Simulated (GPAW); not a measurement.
The system is SrO.

```xyz
2
Lattice="0.0000 2.5663 2.5663 2.5663 0.0000 2.5663 2.5663 2.5663 0.0000" Properties=species:S:1:pos:R:3 pbc="T T T"
Sr    2.5663    2.5663    2.5663
O     0.0000    0.0000    0.0000
```

```yaml
Program: GPAW 26.7.0
Task: single point
Functional: PBE
Potentials_or_basis: GPAW PAW data sets (gpaw-data 1.2.1)
Cutoff: 800 eV
Basis: pw
k_mesh: 9 × 9 × 9
Occupations: fermi-dirac, width 0.05 eV
Spin: no spin polarisation
```

On this cell: pressure 3.8 GPa; largest force zero by symmetry; band gap on the k mesh 3.42 eV, indirect (least direct gap 3.50 eV).

The same run follows on a disturbed copy (atoms moved at random, drawn with an rms of 0.05 Å):

```
Sr O
1.0
     0.00000    2.56630    2.56630
     2.56630    0.00000    2.56630
     2.56630    2.56630    0.00000
Sr O
1 1
Direct
  0.49804 0.49679 0.50611
  0.02237 0.99792 0.99510
```

Q: What changes?

A: The energy moves by +3.7 meV/atom; pressure 4.0 GPa; largest force 0.190 eV/Å; band gap on the k mesh 3.45 eV, indirect (least direct gap 3.52 eV).

Forces on the atoms (eV/Å):
```
Sr  -0.060  0.081  0.160
O    0.060 -0.081 -0.160
```

Stress tensor (GPa, compression positive):
```
 3.84  0.02  0.03
 0.02  3.90 -0.04
 0.03 -0.04  4.26
```

Caveats: an odd mesh through Γ misses points on the zone boundary, where band edges often lie.
